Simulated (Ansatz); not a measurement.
Ti2Co, 6 atoms in the cell. The structure is cubic, space group Fd-3m (No. 227). The conventional cell has a = 6.730 Å, b = 6.730 Å, c = 6.730 Å, α = 90.00°, β = 90.00°, γ = 90.00°. Co (site symmetry -43m) is surrounded by 12 Ti at 2.79 Å and 4 Co at 2.91 Å. Ti (site symmetry -3m) has 6 Ti at 2.38 Å as nearest neighbours. 

* Program: Ansatz 0.2.0
* Task: single point
* Functional: PBEsol
* Potentials or basis: Ansatz PAW
* Cutoff: 420 eV (not typed: the program's choice for these potentials)
* k mesh: 6 × 6 × 6
* Occupations: fermi-dirac, width 0.05 eV
* Spin: collinear spin, ferromagnetic start
* Starting moments: [0.5, 0.5, 0.25, 0.25, 0.25, 0.25] μB
* Fixed moment: 2 μB

Potentials or basis: Ansatz PAW.

Command:

```bash
$ ansatz run input.yaml --threads 2 --pin off --max-ram 5632MiB --backend cpu --events-out ev --progress --plain --runs-dir out
```

Hardware: 2 threads of Arm Neoverse V1 (shared host).

Q: How long does it take, and how much memory?

A: Wall time 9.4 s on 2 threads of Arm Neoverse V1, with other jobs on the host, peak memory 0.43 GiB. Counts: scf iterations 17, plane waves 1459, k points 16, bands 51.
